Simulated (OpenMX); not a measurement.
ZrO:

```
CELL_PARAMETERS angstrom
1.82664 -2.91885 0.00000
1.82664 2.91885 0.00000
0.00000 0.00000 2.61994
ATOMIC_POSITIONS crystal
Zr 0.00000 0.00000 0.00000
O 0.50000 0.50000 0.00000
```

The cell was built by a generator and needn't be a form met in nature.

Base run:

- Program: OpenMX 3.8.5
- Functional: PBE
- Potentials or basis: OpenMX 2013 PBE set, Zr7.0-s3p2d1, O6.0-s2p2, grid cutoff 400 Ry
- k mesh: 7 × 7 × 7
- Occupations: fermi-dirac, width 0.05 eV
- Spin: no spin polarisation

Its results: pressure 76.0 GPa.

The run is repeated on the same cell with these changes: potentials or basis from OpenMX 2013 PBE set, Zr7.0-s3p2d1, O6.0-s2p2, grid cutoff 400 Ry to OpenMX 2013 PBE set, Zr7.0-s3p2d2, O6.0-s2p2d1, grid cutoff 400 Ry. What comes out?

Pressure 73.4 GPa.

Caveats: a pressure of tens of GPa on the cell as given is suspect, and the run, the potentials or the cell itself is likely at fault; the basis of atomic orbitals isn't converged, which shifts pressures, moduli and gaps.
